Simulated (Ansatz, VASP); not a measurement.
## One calculation of B, two programs

INCAR

```
SYSTEM = B
PREC = Accurate
ENCUT = 600
EDIFF = 1E-6
ISMEAR = 0
SIGMA = 0.1
LREAL = .FALSE.
LASPH = .TRUE.
NELM = 80
ALGO = Normal
ISIF = 3
LWAVE = .FALSE.
LCHARG = .FALSE.
GGA = PE
IBRION = 2
NSW = 90
EDIFFG = -0.04
```

The input KPOINTS:

```
Automatic mesh
0
G
  6 6 6
  0 0 0
```

Contents of POSCAR:

```
B
1.0
    3.3297619700      0.0000000000      0.0000000000
    0.0000000000      3.3297619700      0.0000000000
    0.0000000000      0.0000000000      2.6853065600
B
4
Direct
    0.8083300300      0.1916699700      0.0000000000
    0.1916699700      0.8083300300      0.0000000000
    0.3083300300      0.3083300300      0.5000000000
    0.6916699700      0.6916699700      0.5000000000
```

Input for Ansatz:

```yaml
crystal:
  lattice:
    - [3.32976197, 0.0, 0.0]
    - [0.0, 3.32976197, 0.0]
    - [0.0, 0.0, 2.68530656]
  atoms:
    - { symbol: B, position: [0.80833003, 0.19166997, 0.0] }
    - { symbol: B, position: [0.19166997, 0.80833003, 0.0] }
    - { symbol: B, position: [0.30833003, 0.30833003, 0.5] }
    - { symbol: B, position: [0.69166997, 0.69166997, 0.5] }
basis:
  ecutwfc: 420
kpoints:
  mp_grid: { grid: [6, 6, 6] }
hamiltonian:
  xc: pbe
scf:
  occupations: { method: gaussian, width: 0.1 }
  lower_state_search: "off"
output:
  forces: true
  stress: true
  eigenvalues: true
relax:
  adjacent_minimum: "off"
  f_tol: 0.04
  max_steps: 70
  cell: { stress_tol: 0.4 }
```

Alike in both runs: task relaxation of cell and atoms; functional PBE; k mesh 6 × 6 × 6; occupations gaussian, width 0.1 eV; no spin polarisation.

|  | VASP | Ansatz |
| --- | --- | --- |
| version | VASP 6.6.1 | Ansatz 0.2.0 |
| potentials or method | VASP PAW PBE potentials, release 64 (B) | scalar-relativistic, plane waves, PAW |
| plane-wave cutoff (eV) | 600 | 420 |
| valence electrons in the cell | 12 | 12 |

Ansatz gave:

- gap on the k mesh at the Fermi level, each at its own relaxed structure (eV): none
- relaxed volume (Å³/atom): 6.16
- relaxed cell length with the largest relative difference (Å): 2.974
- energy change over the relaxation (meV/atom): -297

Problem. Estimate VASP's values.

Solution. gap on the k mesh at the Fermi level, each at its own relaxed structure (eV): none; relaxed volume (Å³/atom): 6.18; relaxed cell length with the largest relative difference (Å): 2.978; energy change over the relaxation (meV/atom): -297.

A gap of «none» marks a metal or a gap that the smearing closes.

Caveats: the k mesh is coarse (spacing up to 0.39 Å⁻¹), so the values aren't converged; the volume moved by over 15 % at a fixed basis, so the end points are rough (VASP).
